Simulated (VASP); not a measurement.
HfB3: relaxation of cell and atoms with PBE

HfB3:

```
Hf B
1.0
     3.38939    0.00000    0.00000
     0.00000    3.38939    0.00000
     0.00000    0.00000    3.38939
Hf B
1 3
Direct
  0.00000 0.00000 0.00000
  0.50000 0.50000 0.00000
  0.50000 0.00000 0.50000
  0.00000 0.50000 0.50000
```

The cell comes from a database or a generator and needn't be the stable form of this composition.

```json
{"Program": "VASP 6.6.1", "Task": "relaxation of cell and atoms", "Functional": "PBE", "Potentials or basis": "VASP PAW PBE potentials, release 64 (Hf_pv, B)", "Cutoff": "600 eV", "k mesh": "12 × 12 × 12", "Occupations": "gaussian, width 0.1 eV", "Spin": "no spin polarisation", "Dipole correction": "no", "Further INCAR settings": "ALGO = Normal; EDIFF = 1e-06; IBRION = 2; EDIFFG = -0.005; NSW = 100; ISIF = 3"}
```

```json
{
  "Relaxed volume": "9.80 Å³/atom",
  "Relaxed cell": "a = 3.397 Å, b = 3.397 Å, c = 3.397 Å, α = 90.00°, β = 90.00°, γ = 90.00°",
  "Space group after relaxing (to 0.05 Å)": "Pm-3m (No. 221)",
  "Energy gained by relaxing": "0.2 meV/atom",
  "Ionic steps": "3",
  "Pressure after relaxing": "0.0 GPa",
  "Band gap on the k mesh": "none (metal or under the smearing width)"
}
```

The path:
| step | energy change (eV) | largest force (eV/Å) | pressure (GPa) | volume (Å³) |
| --- | --- | --- | --- | --- |
| 1 | 0.0000 | 0.0000 | 1.27 | 38.94 |
| 2 | -0.0005 | 0.0000 | -0.89 | 39.37 |
| 3 | -0.0010 | 0.0000 | 0.03 | 39.19 |

Final structure:
```cif
data_structure
_symmetry_space_group_name_H-M 'P 1'
_symmetry_Int_Tables_number 1
_cell_length_a 3.3967
_cell_length_b 3.3967
_cell_length_c 3.3967
_cell_angle_alpha 90.000
_cell_angle_beta 90.000
_cell_angle_gamma 90.000
_cell_volume 39.19
loop_
_atom_site_label
_atom_site_type_symbol
_atom_site_fract_x
_atom_site_fract_y
_atom_site_fract_z
_atom_site_occupancy
Hf1 Hf 0.00000 0.00000 0.00000 1
B1 B 0.50000 0.50000 0.00000 1
B2 B 0.50000 0.00000 0.50000 1
B3 B 0.00000 0.50000 0.50000 1
```

Levels at points of the mesh, in eV from the Fermi level:
| k point | band 6 | band 7 | band 8 | band 9 | band 10 | band 11 | band 12 | band 13 |
| --- | --- | --- | --- | --- | --- | --- | --- | --- |
| (0.00, 0.00, 0.00) | -4.93 | -3.19 | -3.19 | -3.19 | 2.76 | 2.76 | 2.76 | 2.83 |
| (0.50, 0.00, 0.00) | -4.13 | -4.13 | -3.87 | -0.76 | 0.66 | 0.66 | 2.56 | 2.81 |
| (0.50, 0.50, 0.00) | -6.96 | -6.96 | -2.60 | -2.60 | 0.81 | 1.12 | 2.93 | 2.93 |
| (0.50, 0.50, 0.50) | -7.48 | -6.54 | -3.78 | -3.78 | -3.78 | 5.29 | 5.31 | 5.31 |

Wall time 81 s on 1 thread of Intel(R) Xeon(R) Platinum 8488C (Sapphire Rapids), on a shared host, peak memory 0.2 GiB.

Spin-orbit coupling is left out, which matters for the levels of Hf.
